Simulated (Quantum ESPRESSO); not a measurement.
**Ge: phonons at points of the zone under several settings**

```
Ge
1.0
     1.39715   -2.60052    0.00000
     1.39715    2.60052    0.00000
     0.00000    0.00000    2.69823
Ge
1
Direct
  0.50000 0.50000 0.00000
```

This isn't the form of Ge at room conditions, which is diamond.

All runs used Quantum ESPRESSO 7.5; potentials GBRV 1.5 PBEsol; k mesh 8 × 8 × 7; given cell, atoms relaxed; no spin polarisation; cutoff 612 eV; occupations cold, width 0.2 eV.

| level | point | frequencies (cm⁻¹) |
| --- | --- | --- |
| PBEsol | A (0.322, 0.322, 0.500) | 15i 102 113 |
| PBEsol | R (0.000, 0.500, 0.500) | ? |
| PBEsol | S (0.000, 0.500, 0.000) | 78i 31 48 |
| PBEsol | T (-0.500, 0.500, 0.500) | 57i 46i 148 |
| PBEsol | X (0.322, 0.322, 0.000) | 106i 42i 23 |

Question: What stands in the row left open?

Answer: Frequencies 70i 104 114 cm⁻¹.

Values marked i are imaginary: the cell is unstable against those modes at that level, or the meshes are too thin.

Caveats: the mesh is thin for the phonons of a metal; some modes are imaginary; the cell is more than 3 GPa from zero pressure, which shifts response properties; the q point doesn't lie on the k mesh, which can shift a metal's frequencies strongly unless the mesh is converged (some runs).

For the row left open. Caveat: the k mesh is coarse; the mesh is thin for the phonons of a metal; some modes are imaginary; the cell is more than 3 GPa from zero pressure, which shifts response properties; the q point doesn't lie on the k mesh, which can shift a metal's frequencies strongly unless the mesh is converged.
